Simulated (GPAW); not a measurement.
Here is a GPAW 26.7.0 calculation.

Contents of run.py:

```python
from ase.dft.bandgap import bandgap
from ase.io import read, write
from ase.units import GPa
from gpaw import GPAW, PW

atoms = read('Rh.xyz')

calc = GPAW(mode=PW(450),
            xc='PBE',
            kpts={'size': (9, 9, 5), 'gamma': True},
            occupations={'name': 'fermi-dirac', 'width': 0.05},
            nbands=28,
            maxiter=120,
            txt='gpaw.txt')
atoms.calc = calc
energy = atoms.get_potential_energy()
forces = atoms.get_forces()
stress = atoms.get_stress()
calc.write('gs.gpw')
write('result.traj', atoms)
print(f'Energy: {energy:.6f} eV')
print('Forces (eV/A):')
print(forces.round(4))
print('Stress (GPa):', (stress / GPa).round(3))
print('Fermi level:', round(calc.get_fermi_level(), 4), 'eV')
print(f'Gap: {bandgap(calc)[0]:.4f} eV, direct: {bandgap(calc, direct=True)[0]:.4f} eV')
```

Contents of Rh.xyz:

```xyz
2
Lattice="2.7309790422 0.0000000000 0.0000000000 -1.3654895211 2.3650972278 0.0000000000 0.0000000000 0.0000000000 4.4284890000" Properties=species:S:1:pos:R:3 pbc="T T T"
Rh    -0.0000000001      1.5767314853      1.1071222500
Rh     1.3654895212      0.7883657425      3.3213667500
```

Potentials or basis: GPAW PAW data sets (gpaw-data 1.2.1), pw.

Run with:

```bash
$ OMP_NUM_THREADS=1 python run.py
```

(1) Predict the band gap on the k mesh.

(2) Estimate the pressure.

Results:

(1) none (metal or under the smearing width).

(2) -2.6 GPa.

Caveat: the cutoff is short for stress and forces, so pressures can be off by a GPa or more.
